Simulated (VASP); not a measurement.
# Al in VASP: work function with PBE

Aim: the work function of Al with PBE.

Program: VASP 6.6.1. These are calculated values, not measurements. Logs are shortened: lines on timing, memory, paths and dates and some standing lists are left out, and cuts for length are marked.

### 1 The structure

The cell holds a slab with vacuum, 4 atoms: a = 2.912 Å, b = 2.912 Å, c = 26.333 Å, α = 90.00°, β = 90.00°, γ = 90.00°.

The cell was built by a generator and needn't be a form met in nature.

### 2 Work function, PBE

INCAR

```
SYSTEM = Al
ALGO = Normal
DIPOL = 0.5 0.5 0.500
EDIFF = 1E-6
ENCUT = 520
GGA = PE
IDIPOL = 3
ISIF = 2
ISMEAR = 1
KPAR = 2
LASPH = .TRUE.
LCHARG = .TRUE.
LDIPOL = .TRUE.
LREAL = .FALSE.
LVACPOTAV = .TRUE.
LVHAR = .TRUE.
LWAVE = .FALSE.
NELM = 60
PREC = Accurate
SIGMA = 0.1
```

KPOINTS

```
k-points
0
G
  11 11 1
  0 0 0
```

POSCAR

```
Al
1.0
    2.9124880100      0.0000000000      0.0000000000
    0.0000000000      2.9124880100      0.0000000000
    0.0000000000      0.0000000000     26.3333183600
Al
4
Direct
    0.0000000000      0.0000000000      0.3869303500
    0.5000000000      0.5000000000      0.4623113900
    0.0000000000      0.0000000000      0.5376924300
    0.5000000000      0.5000000000      0.6130696500
```

Potentials or basis: VASP PAW PBE potentials, release 64 (Al).

Run with:

```bash
$ cat potpaw_PBE.64/Al/POTCAR > POTCAR
$ mpirun -np 2 vasp_std > vasp.out
```

OUTCAR:

```text
SYSTEM = Al
   EDIFF = 1E-6
   ENCUT = 520
   GGA = PE
   ISIF = 2
   ISMEAR = 1
   LASPH = .TRUE.
   LREAL = .FALSE.
   NELM = 60
   PREC = Accurate

 ion  position               nearest neighbor table
   1  0.000  0.000  0.387-   2 2.86   2 2.86   2 2.86   2 2.86
   2  0.500  0.500  0.462-   1 2.86   1 2.86   1 2.86   1 2.86   3 2.86   3 2.86   3 2.86   3 2.86

   3  0.000  0.000  0.538-   4 2.86   4 2.86   4 2.86   4 2.86   2 2.86   2 2.86   2 2.86   2 2.86

   4  0.500  0.500  0.613-   3 2.86   3 2.86   3 2.86   3 2.86

  LATTYP: Found a simple tetragonal cell.
 ALAT       =     2.9124880100
 C/A-ratio  =     9.0415199203

  Lattice vectors:

 A1 = (   2.9124880100,   0.0000000000,   0.0000000000)
 A2 = (   0.0000000000,   2.9124880100,   0.0000000000)
 A3 = (   0.0000000000,   0.0000000000,  26.3333183600)

Analysis of symmetry for initial positions (statically):
=====================================================================
 Subroutine PRICEL returns:
 Original cell was already a primitive cell.

 Routine SETGRP: Setting up the symmetry group for a
 simple tetragonal supercell.

 Subroutine GETGRP returns: Found 16 space group operations
 (whereof  8 operations were pure point group operations)
 out of a pool of 16 trial point group operations.

The static configuration has the point symmetry C_4v.
 The point group associated with its full space group is D_4h.

Analysis of symmetry for dynamics (positions and initial velocities):
=====================================================================
 Subroutine PRICEL returns:
 Original cell was already a primitive cell.

 Routine SETGRP: Setting up the symmetry group for a
 simple tetragonal supercell.

 Subroutine GETGRP returns: Found 16 space group operations
 (whereof  8 operations were pure point group operations)
 out of a pool of 16 trial point group operations.

The dynamic configuration has the point symmetry C_4v.
 The point group associated with its full space group is D_4h.

 Subroutine INISYM returns: Found 16 space group operations
 (whereof  8 operations are pure point group operations),
 and found     1 'primitive' translations

----------------------------------------------------------------------------------------

                                     Primitive cell

  volume of cell :     223.3746

[... 100 lines left out ...]
   NUPDOWN=      -1.0000    fix difference up-down
   EMIN   =  10.00;   EMAX   =-10.00  energy-range for DOS
   EFERMI =   0.00;   METHOD = LEGACY
   ISMEAR =     1;   SIGMA  =   0.10  broadening in eV -4-tet -1-fermi 0-gaus
   EFERMI_NEDOS =   21; number of points for ismear=-14 and -15
   IALGO  =     38    algorithm
   IMIX   =      4    mixing-type and parameters
     AMIX     =   0.40;   BMIX     =  1.00
     AMIX_MAG =   1.60;   BMIX_MAG =  1.00
  volume/ion in A,a.u.               =      55.84       376.85
  Fermi-wavevector in a.u.,A,eV,Ry     =   0.617719  1.167319  5.191659  0.381576
  Thomas-Fermi vector in A             =   1.675904
   LORBIT       =      0    0 simple, 1 ext, 2 COOP (PROOUT), +10 PAW based schemes
   GGA     = PE    functional components
   LHFCALC =     F    Hartree Fock is set to
   AEXX    =    0.0000 exact exchange contribution
   IVDW    =     0    specifies the selected vdW correction
   LEPSILON=     F    determine dielectric tensor
   LRPA    =     F    only Hartree local field effects (RPA)
 non-spin polarized calculation
 Methfessel and Paxton  Order N= 1 SIGMA  =   0.10
  energy-cutoff  :      520.00
  volume of cell :      223.37
 maximum number of plane-waves:      6068
 NGX is ok and might be reduce to    24
   NGX = 11   NGY = 11   NGZ = 97

 number of electron      12.0000000 magnetization

 dipolmoment           0.000000      0.000000     -0.000306 electrons x Angstroem

 Free energy of the ion-electron system (eV)
  ---------------------------------------------------
  ext. energy  EPLUGINS =         0.00000000
  ---------------------------------------------------
  free energy    TOTEN  =       -13.86906157 eV

  energy without entropy =      -13.86506972  energy(sigma->0) =      -13.86773096

 E-fermi :  -0.6612     XC(G=0):  -3.8196

 val. band max:       -0.6919590078   @ k =   0.2727   0.1818   0.0000
 cond. band min:      -0.6217659177   @ k =   0.4545   0.1818   0.0000
 fundamental gap:      0.0701930901
 Fermi energy:        -0.6611511906

 k-point     1 :       0.0000    0.0000    0.0000
  band No.  band energies     occupation
      1     -11.1915      2.00000
      2      -9.7641      2.00000
      3      -7.5480      2.00000
      4      -4.6582      2.00000
      5      -2.3410      2.00000
      6       1.1395     -0.00000
      7       2.9698      0.00000
      8       3.7336      0.00000
      9       3.8920      0.00000
     10       4.7601      0.00000
[... 248 lines left out ...]
 k-point    21 :       0.4545    0.4545    0.0000
  band No.  band energies     occupation
      1      -4.2340      2.00000
      2      -3.2147      2.00000
      3      -2.8817      2.00000
      4      -1.9645      2.00000
      5      -1.8932      2.00000
      6      -1.0174      2.00001
      7      -0.7549      2.03465
      8      -0.4863     -0.03297
      9       0.1931     -0.00000
     10       0.4295     -0.00000

------------------------ aborting loop because EDIFF is reached ----------------------------------------

  FORCE on cell =-STRESS in cart. coord.  units (eV):
  Direction    XX          YY          ZZ          XY          YZ          ZX
  --------------------------------------------------------------------------------------
  -------------------------------------------------------------------------------------
  Total       -2.6885141     -2.6885141      0.8017599      0.0000000      0.0000000      0.0000000
  in kB      -19.2836402    -19.2836402      5.7507044      0.0000000      0.0000000      0.0000000
  external PRESSURE =     -10.9388586 kB  Pullay stress =       0.0000000 kB

 VOLUME and BASIS-vectors are now :
 -----------------------------------------------------------------------------
  energy-cutoff  :      520.00
  volume of cell :      223.37
      direct lattice vectors                 reciprocal lattice vectors
     2.912488010  0.000000000  0.000000000     0.343349053  0.000000000  0.000000000
     0.000000000  2.912488010  0.000000000     0.000000000  0.343349053  0.000000000
     0.000000000  0.000000000 26.333318360     0.000000000  0.000000000  0.037974705

 POSITION                                       TOTAL-FORCE (eV/Angst)
 -----------------------------------------------------------------------------------
      0.00000      0.00000     10.18916        -0.000000     -0.000000     -0.133486
      1.45624      1.45624     12.17419        -0.000000     -0.000000     -0.004473
      0.00000      0.00000     14.15923        -0.000000      0.000000      0.004473
      1.45624      1.45624     16.14416         0.000000     -0.000000      0.133486
 -----------------------------------------------------------------------------------
    total drift:                               -0.000000     -0.000000     -0.007674

  FREE ENERGIE OF THE ION-ELECTRON SYSTEM (eV)
  ---------------------------------------------------
  free  energy   TOTEN  =       -13.8690615717 eV

  energy  without entropy=      -13.8650697236  energy(sigma->0) =      -13.86773096

 vacuum level on the upper side and lower side of the slab         3.736         3.743
```

Wall time 37 s (2 MPI ranks of Intel Xeon Platinum 8488C (Sapphire Rapids), shared host); peak memory 0.32 GiB.

Results:

- Free energy: -13.8691 eV
- Largest force: 0.133 eV/Å
- Band gap on the k mesh: none (metal or under the smearing width)
- Work function of the upper face: 4.40 eV
- Work function of the lower face: 4.40 eV

Forces on the atoms (eV/Å):
```
Al   0.000  0.000 -0.133
Al   0.000  0.000 -0.004
Al   0.000  0.000  0.004
Al   0.000  0.000  0.133
```
